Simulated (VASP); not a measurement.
# TaN (Fm-3m) in VASP: a series of runs

One crystal, TaN, is run at these levels: PBE+D3(BJ); tasks: equation of state.

All numbers are computed with VASP 6.6.1; they aren't measurements. Logs are shortened: lines on timing, memory, paths and dates and some standing lists are left out, and cuts for length are marked.

### Step 1. The crystal as given

The structure is cubic, space group Fm-3m (No. 225). Conventional cell: a = 4.389 Å, b = 4.389 Å, c = 4.389 Å, α = 90.00°, β = 90.00°, γ = 90.00°. Around Ta (site symmetry m-3m) lie 6 N at 2.19 Å. N (site symmetry m-3m) has 6 Ta at 2.19 Å as nearest neighbours.

The cell comes from a database or a generator and needn't be the stable form of this composition.

### Step 2. Equation of state, PBE+D3(BJ), 10.15 Å³/atom (a relaxed cell with its volume scaled by 0.96)

Contents of INCAR:

```
SYSTEM = TaN
PREC = Accurate
ENCUT = 520
EDIFF = 1E-7
ISMEAR = -1
SIGMA = 0.05
LREAL = .FALSE.
LASPH = .TRUE.
NELM = 60
ALGO = Normal
ISIF = 2
LWAVE = .FALSE.
LCHARG = .FALSE.
GGA = PE
IVDW = 12
```

Contents of KPOINTS:

```
regular mesh
0
G
  8 8 8
  0 0 0
```

Contents of POSCAR:

```
TaN                                     
1.0
    0.0000000000      2.1648265258      2.1648265258
    2.1648265258      0.0000000000      2.1648265258
    2.1648265258      2.1648265258      0.0000000000
  Ta              N             
     1     1
Direct
     0.5000000000000000    0.5000000000000000    0.5000000000000000
     1.0000000000000000    1.0000000000000000    0.0000000000000000
```

Potentials or basis: VASP PAW PBE potentials, release 64 (Ta_pv, N).

Command:

```
> cat potpaw_PBE.64/Ta_pv/POTCAR potpaw_PBE.64/N/POTCAR > POTCAR
> mpirun -np 1 vasp_std > vasp.out
```

OUTCAR:

```text
SYSTEM = TaN
   PREC = Accurate
   ENCUT = 520
   EDIFF = 1E-7
   ISMEAR = -1
   LREAL = .FALSE.
   LASPH = .TRUE.
   NELM = 60
   ISIF = 2
   GGA = PE
   IVDW = 12
 IVDW          = 12

 ion  position               nearest neighbor table
   1  0.500  0.500  0.500-   2 2.16   2 2.16   2 2.16   2 2.16   2 2.16   2 2.16
   2  0.000  0.000  0.000-   1 2.16   1 2.16   1 2.16   1 2.16   1 2.16   1 2.16

  LATTYP: Found a face centered cubic cell.
 ALAT       =     4.3296530516

  Lattice vectors:

 A1 = (   0.0000000000,   2.1648265258,   2.1648265258)
 A2 = (   2.1648265258,   0.0000000000,   2.1648265258)
 A3 = (   2.1648265258,   2.1648265258,   0.0000000000)

Analysis of symmetry for initial positions (statically):
=====================================================================
 Subroutine PRICEL returns:
 Original cell was already a primitive cell.

 Routine SETGRP: Setting up the symmetry group for a
 face centered cubic supercell.

 Subroutine GETGRP returns: Found 48 space group operations
 (whereof 48 operations were pure point group operations)
 out of a pool of 48 trial point group operations.

The static configuration has the point symmetry O_h .

Analysis of symmetry for dynamics (positions and initial velocities):
=====================================================================
 Subroutine PRICEL returns:
 Original cell was already a primitive cell.

 Routine SETGRP: Setting up the symmetry group for a
 face centered cubic supercell.

 Subroutine GETGRP returns: Found 48 space group operations
 (whereof 48 operations were pure point group operations)
 out of a pool of 48 trial point group operations.

The dynamic configuration has the point symmetry O_h .

 Subroutine INISYM returns: Found 48 space group operations
 (whereof 48 operations are pure point group operations),
 and found     1 'primitive' translations

----------------------------------------------------------------------------------------

                                     Primitive cell

  volume of cell :      20.2908

  direct lattice vectors                    reciprocal lattice vectors
     0.000000000  2.164826526  2.164826526    -0.230965389  0.230965389  0.230965389
     2.164826526  0.000000000  2.164826526     0.230965389 -0.230965389  0.230965389
     2.164826526  2.164826526  0.000000000     0.230965389  0.230965389 -0.230965389

  length of vectors
     3.061527033  3.061527033  3.061527033     0.400043788  0.400043788  0.400043788

  position of ions in fractional coordinates (direct lattice)
     0.500000000  0.500000000  0.500000000
     0.000000000  0.000000000  0.000000000

  ion indices of the primitive-cell ions
   primitive index   ion index
                 1           1
                 2           2

----------------------------------------------------------------------------------------

 KPOINTS: regular mesh

Automatic generation of k-mesh.
 Grid dimensions read from file:
 generate k-points for:    8    8    8

 Generating k-lattice:

  Cartesian coordinates                     Fractional coordinates (reciprocal lattice)
    -0.028870674  0.028870674  0.028870674     0.125000000  0.000000000  0.000000000
     0.028870674 -0.028870674  0.028870674     0.000000000  0.125000000  0.000000000
     0.028870674  0.028870674 -0.028870674     0.000000000  0.000000000  0.125000000

  Length of vectors
     0.050005474  0.050005474  0.050005474

  Shift w.r.t. Gamma in fractional coordinates (k-lattice)
     0.000000000  0.000000000  0.000000000

 Subroutine IBZKPT returns following result:
 ===========================================

 Found     29 irreducible k-points:

 Following reciprocal coordinates:
            Coordinates               Weight
  0.000000  0.000000  0.000000      1.000000
  0.125000  0.000000  0.000000      8.000000
  0.250000  0.000000  0.000000      8.000000
  0.375000  0.000000  0.000000      8.000000
  0.500000  0.000000  0.000000      4.000000
  0.125000  0.125000  0.000000      6.000000
[... 16 lines left out ...]
  0.500000  0.250000  0.125000     48.000000
 -0.375000  0.250000  0.125000     24.000000
 [... further k-points ...]
   k-points           NKPTS =     29   k-points in BZ     NKDIM =     29   number of bands    NBANDS=     12
   number of dos      NEDOS =    301   number of ions     NIONS =      2
   total plane-waves  NPLWV =  13824
   dimension x,y,z NGX =    24 NGY =   24 NGZ =   24
   dimension x,y,z NGXF=    48 NGYF=   48 NGZF=   48
   ions per type =               1   1
   NGX,Y,Z   is equivalent  to a cutoff of  13.03, 13.03, 13.03 a.u.
   NGXF,Y,Z  is equivalent  to a cutoff of  26.06, 26.06, 26.06 a.u.
 SYSTEM =  TaN
   PREC   = accura    normal or accurate (medium, high low for compatibility)
   ISTART =      0    job   : 0-new  1-cont  2-samecut
   ICHARG =      2    charge: 1-file 2-atom 10-const
   ISPIN  =      1    spin polarized calculation?
   LNONCOLLINEAR =      F non collinear calculations
   LSORBIT =      F    spin-orbit coupling
   LASPH  =      T    aspherical Exc in radial PAW
   ENCUT  =  520.0 eV  38.22 Ry    6.18 a.u.   5.69  5.69  5.69*2*pi/ulx,y,z
   NELM   =     60;   NELMIN=  2; NELMDL= -5     # of ELM steps
   EDIFF  = 0.1E-06   stopping-criterion for ELM
   LREAL  =      F    real-space projection
   EDIFFG = 0.1E-05   stopping-criterion for IOM
   NSW    =      0    number of steps for IOM
   IBRION =     -1    ionic relax: 0-MD 1-quasi-New 2-CG
   NFREE  =      0    steps in history (QN), initial steepest desc. (CG)
   ISIF   =      2    stress and relaxation
   ISYM   =      2    0-nonsym 1-usesym 2-fastsym
   POTIM  = 0.5000    time-step for ionic-motion
   TEBEG  =    0.0;   TEEND  =   0.0 temperature during run
   PSTRESS=    0.0 pullay stress
   NELECT =      16.0000    total number of electrons
   NUPDOWN=      -1.0000    fix difference up-down
   EMIN   =  10.00;   EMAX   =-10.00  energy-range for DOS
   EFERMI =   0.00;   METHOD = LEGACY
   ISMEAR =    -1;   SIGMA  =   0.05  broadening in eV -4-tet -1-fermi 0-gaus
   EFERMI_NEDOS =   21; number of points for ismear=-14 and -15
   IALGO  =     38    algorithm
   IMIX   =      4    mixing-type and parameters
     AMIX     =   0.40;   BMIX     =  1.00
     AMIX_MAG =   1.60;   BMIX_MAG =  1.00
  volume/ion in A,a.u.               =      10.15        68.46
  Fermi-wavevector in a.u.,A,eV,Ry     =   1.512452  2.858121 31.123495  2.287512
  Thomas-Fermi vector in A             =   2.622375
   LORBIT       =      0    0 simple, 1 ext, 2 COOP (PROOUT), +10 PAW based schemes
   GGA     = PE    functional components
   LHFCALC =     F    Hartree Fock is set to
   AEXX    =    0.0000 exact exchange contribution
   IVDW    =    12    specifies the selected vdW correction
   LEPSILON=     F    determine dielectric tensor
   LRPA    =     F    only Hartree local field effects (RPA)
 non-spin polarized calculation
  energy-cutoff  :      520.00
  volume of cell :       20.29
 maximum number of plane-waves:       568
   NGX = 11   NGY = 11   NGZ = 11

 number of electron      15.9999998 magnetization

 Free energy of the ion-electron system (eV)
  ---------------------------------------------------
  ext. energy  EPLUGINS =         0.00000000
  ---------------------------------------------------
  free energy    TOTEN  =       -21.71140503 eV

  energy without entropy =      -21.70520639  energy(sigma->0) =      -21.70830571

 E-fermi :  10.1482     XC(G=0): -13.6976

 val. band max:       10.0649200297   @ k =  -0.2500   0.3750   0.1250
 cond. band min:      10.1666229646   @ k =   0.0000   0.0000   0.0000
 fundamental gap:      0.1017029349
 Fermi energy:        10.1481853984

 k-point     1 :       0.0000    0.0000    0.0000
  band No.  band energies     occupation
      1     -25.5899      2.00000
      2     -25.5899      2.00000
      3     -25.5899      2.00000
      4      -9.1656      2.00000
      5       6.1266      2.00000
      6       6.1266      2.00000
      7       6.1266      2.00000
      8       7.8496      2.00000
      9       7.8496      2.00000
     10       7.8496      2.00000
     11      10.1666      0.81769
     12      10.1666      0.81768

 k-point     2 :       0.1250    0.0000    0.0000
  band No.  band energies     occupation
      1     -25.7513      2.00000
      2     -25.6041      2.00000
      3     -25.6041      2.00000
      4      -8.7592      2.00000
      5       4.5300      2.00000
      6       5.0157      2.00000
      7       5.0157      2.00000
      8       8.4079      2.00000
      9       8.4079      2.00000
     10       8.4604      2.00000
     11      11.5989      0.00000
     12      11.5989      0.00000

 k-point     3 :       0.2500    0.0000    0.0000
  band No.  band energies     occupation
      1     -26.1216      2.00000
      2     -25.6381      2.00000
      3     -25.6381      2.00000
      4      -7.7163      2.00000
      5       2.1618      2.00000
      6       3.5134      2.00000
      7       3.5134      2.00000
      8       9.2888      2.00000
      9       9.6737      1.99985
     10       9.6737      1.99985
     11      14.2607      0.00000
     12      14.2607      0.00000

 k-point     4 :       0.3750    0.0000    0.0000
  band No.  band energies     occupation
      1     -26.4681      2.00000
      2     -25.6717      2.00000
      3     -25.6717      2.00000
      4      -6.4885      2.00000
      5       0.1879      2.00000
      6       2.5078      2.00000
      7       2.5078      2.00000
      8      10.7301      0.00002
      9      11.2770      0.00000
     10      11.2770      0.00000
     11      15.2985      0.00000
     12      16.8257      0.00000

 k-point     5 :       0.5000    0.0000    0.0000
  band No.  band energies     occupation
      1     -26.6056      2.00000
      2     -25.6856      2.00000
      3     -25.6856      2.00000
      4      -5.8508      2.00000
      5      -0.6806      2.00000
      6       2.1611      2.00000
      7       2.1611      2.00000
      8      12.1435      0.00000
      9      12.1435      0.00000
     10      12.2373      0.00000
     11      14.0684      0.00000
     12      18.1341      0.00000
[... 228 lines left out ...]
      1     -26.4479      2.00000
      2     -25.9252      2.00000
      3     -25.9252      2.00000
      4      -7.9005      2.00000
      5       3.3539      2.00000
      6       4.2901      2.00000
      7       5.3402      2.00000
      8       5.3402      2.00000
      9      12.3670      0.00000
     10      13.9118      0.00000
     11      13.9118      0.00000
     12      15.1393      0.00000

 k-point    22 :       0.3750    0.2500    0.1250
  band No.  band energies     occupation
      1     -26.1895      2.00000
      2     -25.8237      2.00000
      3     -25.6925      2.00000
      4      -7.3582      2.00000
      5       1.3444      2.00000
      6       3.4604      2.00000
      7       3.8654      2.00000
      8       7.7526      2.00000
      9      11.4434      0.00000
     10      11.8654      0.00000
     11      12.4596      0.00000
     12      14.7884      0.00000

 k-point    23 :       0.5000    0.2500    0.1250
  band No.  band energies     occupation
      1     -26.3703      2.00000
      2     -25.9189      2.00000
      3     -25.7428      2.00000
      4      -6.7833      2.00000
      5       0.8280      2.00000
      6       2.7447      2.00000
      7       3.2297      2.00000
      8       8.8708      2.00000
      9      12.1623      0.00000
     10      12.3849      0.00000
     11      14.0468      0.00000
     12      16.5956      0.00000

 k-point    24 :      -0.3750    0.2500    0.1250
  band No.  band energies     occupation
      1     -26.4477      2.00000
      2     -25.9441      2.00000
      3     -25.7732      2.00000
      4      -6.5458      2.00000
      5       0.6031      2.00000
      6       2.7473      2.00000
      7       2.7738      2.00000
      8      10.3120      0.07273
      9      10.7960      0.00000
     10      12.9023      0.00000
     11      15.6556      0.00000
     12      16.8769      0.00000

 [... further k-points ...]

------------------------ aborting loop because EDIFF is reached ----------------------------------------

 Edisp (eV)   -0.99211

 E8    (eV) :    -0.4591

  FORCE on cell =-STRESS in cart. coord.  units (eV):
  Direction    XX          YY          ZZ          XY          YZ          ZX
  --------------------------------------------------------------------------------------
  -------------------------------------------------------------------------------------
  Total       1.98900     1.98900     1.98900     0.00000     0.00000     0.00000
  in kB     157.05264   157.05264   157.05264     0.00000     0.00000     0.00000
  external pressure =      157.05 kB  Pullay stress =        0.00 kB

 VOLUME and BASIS-vectors are now :
 -----------------------------------------------------------------------------
  energy-cutoff  :      520.00
  volume of cell :       20.29
      direct lattice vectors                 reciprocal lattice vectors
     0.000000000  2.164826526  2.164826526    -0.230965389  0.230965389  0.230965389
     2.164826526  0.000000000  2.164826526     0.230965389 -0.230965389  0.230965389
     2.164826526  2.164826526  0.000000000     0.230965389  0.230965389 -0.230965389

 POSITION                                       TOTAL-FORCE (eV/Angst)
 -----------------------------------------------------------------------------------
      2.16483      2.16483      2.16483        -0.000000     -0.000000     -0.000000
      0.00000      0.00000      0.00000         0.000000      0.000000      0.000000
 -----------------------------------------------------------------------------------
    total drift:                                0.000000     -0.000000     -0.000000

  FREE ENERGIE OF THE ION-ELECTRON SYSTEM (eV)
  ---------------------------------------------------
  free  energy   TOTEN  =       -22.7035114398 eV

  energy  without entropy=      -22.6973128005  energy(sigma->0) =      -22.70041212
```

It took 6.6 s on 1 thread of Intel Xeon Platinum 8259CL at 2.50GHz (Skylake/Cascade Lake), shared host; peak memory 0.15 GiB.

What came out:

```
Free energy                : -22.7035 eV
Pressure                   : 15.7 GPa
Band gap on the k mesh     : none (metal or under the smearing width)
Dispersion energy per atom : -0.496 eV
```

Caveat: pairwise dispersion overbinds metals, which lowers pressure and volume.

### Step 3. Equation of state, PBE+D3(BJ), 10.36 Å³/atom (a relaxed cell with its volume scaled by 0.98)

INCAR is that of step 2.

KPOINTS is that of step 2.

Contents of POSCAR:

```
TaN                                     
1.0
    0.0000000000      2.1797568357      2.1797568357
    2.1797568357      0.0000000000      2.1797568357
    2.1797568357      2.1797568357      0.0000000000
  Ta              N             
     1     1
Direct
     0.5000000000000000    0.5000000000000000    0.5000000000000000
     1.0000000000000000    1.0000000000000000    0.0000000000000000
```

Potentials or basis: VASP PAW PBE potentials, release 64 (Ta_pv, N).

Command:

```
> cat potpaw_PBE.64/Ta_pv/POTCAR potpaw_PBE.64/N/POTCAR > POTCAR
> mpirun -np 1 vasp_std > vasp.out
```

Run time: 6.6 s. Hardware: 1 thread of Intel Xeon Platinum 8259CL at 2.50GHz (Skylake/Cascade Lake), shared host; peak memory 0.15 GiB.

It converged, with:

| Property | Result |
| --- | --- |
| Free energy | -22.7343 eV |
| Pressure | 7.5 GPa |
| Band gap on the k mesh | none (metal or under the smearing width) |
| Dispersion energy per atom | -0.485 eV |

Caveat: pairwise dispersion overbinds metals, which lowers pressure and volume.

### Step 4. Equation of state, PBE+D3(BJ), 10.57 Å³/atom

INCAR is that of step 3.

KPOINTS is that of step 3.

Contents of POSCAR:

```
TaN                                     
1.0
    0.0000000000      2.1944853692      2.1944853692
    2.1944853692      0.0000000000      2.1944853692
    2.1944853692      2.1944853692      0.0000000000
  Ta              N             
     1     1
Direct
     0.5000000000000000    0.5000000000000000    0.5000000000000000
     1.0000000000000000    1.0000000000000000    0.0000000000000000
```

Command:

```
> cat potpaw_PBE.64/Ta_pv/POTCAR potpaw_PBE.64/N/POTCAR > POTCAR
> mpirun -np 1 vasp_std > vasp.out
```

It took 8.1 s on 1 thread of Intel Xeon Platinum 8259CL at 2.50GHz (Skylake/Cascade Lake), shared host; peak memory 0.15 GiB.

It converged, with:

- Free energy: -22.7445 eV
- Pressure: 0.1 GPa
- Band gap on the k mesh: none (metal or under the smearing width)
- Dispersion energy per atom: -0.475 eV

Caveat: pairwise dispersion overbinds metals, which lowers pressure and volume.

### Step 5. Equation of state, PBE+D3(BJ), 10.78 Å³/atom (a relaxed cell with its volume scaled by 1.02)

INCAR is that of step 4.

KPOINTS is that of step 4.

Contents of POSCAR:

```
TaN                                     
1.0
    0.0000000000      2.2090188084      2.2090188084
    2.2090188084      0.0000000000      2.2090188084
    2.2090188084      2.2090188084      0.0000000000
  Ta              N             
     1     1
Direct
     0.5000000000000000    0.5000000000000000    0.5000000000000000
     1.0000000000000000    1.0000000000000000    0.0000000000000000
```

Command:

```
> cat potpaw_PBE.64/Ta_pv/POTCAR potpaw_PBE.64/N/POTCAR > POTCAR
> mpirun -np 1 vasp_std > vasp.out
```

Run time: 6.2 s. Hardware: 1 thread of Intel Xeon Platinum 8259CL at 2.50GHz (Skylake/Cascade Lake), shared host; peak memory 0.15 GiB.

Results (log left out):

* Free energy: -22.7363 eV
* Pressure: -6.5 GPa
* Band gap on the k mesh: none (metal or under the smearing width)
* Dispersion energy per atom: -0.466 eV

Caveat: pairwise dispersion overbinds metals, which lowers pressure and volume.

### Step 6. Equation of state, PBE+D3(BJ), 10.99 Å³/atom (a relaxed cell with its volume scaled by 1.04)

INCAR is that of step 5.

KPOINTS is that of step 5.

Contents of POSCAR:

```
TaN                                     
1.0
    0.0000000000      2.2233634883      2.2233634883
    2.2233634883      0.0000000000      2.2233634883
    2.2233634883      2.2233634883      0.0000000000
  Ta              N             
     1     1
Direct
     0.5000000000000000    0.5000000000000000    0.5000000000000000
     1.0000000000000000    1.0000000000000000    0.0000000000000000
```

Potentials or basis: VASP PAW PBE potentials, release 64 (Ta_pv, N).

Command:

```
> cat potpaw_PBE.64/Ta_pv/POTCAR potpaw_PBE.64/N/POTCAR > POTCAR
> mpirun -np 1 vasp_std > vasp.out
```

It took 6.2 s on 1 thread of Intel Xeon Platinum 8259CL at 2.50GHz (Skylake/Cascade Lake), shared host; peak memory 0.15 GiB.

Results (log left out):

| Property | Result |
| --- | --- |
| Free energy | -22.7116 eV |
| Pressure | -12.4 GPa |
| Band gap on the k mesh | none (metal or under the smearing width) |
| Dispersion energy per atom | -0.456 eV |

Caveat: pairwise dispersion overbinds metals, which lowers pressure and volume.

### Step 7. Equation of state, PBE+D3(BJ)

No new run: the results of the series are fitted here.

What came out:

```yaml
Equilibrium_volume: 10.58 Å³/atom
Bulk_modulus: 347 GPa
Pressure_derivative_of_the_bulk_modulus: "4.5 (rough: it moves with the points fitted)"
```

Energy against volume, from the lowest point:
| volume (Å³/atom) | energy (meV/atom) |
| --- | --- |
| 10.145 | 20.49 |
| 10.357 | 5.11 |
| 10.568 | 0.00 |
| 10.779 | 4.09 |
| 10.991 | 16.45 |
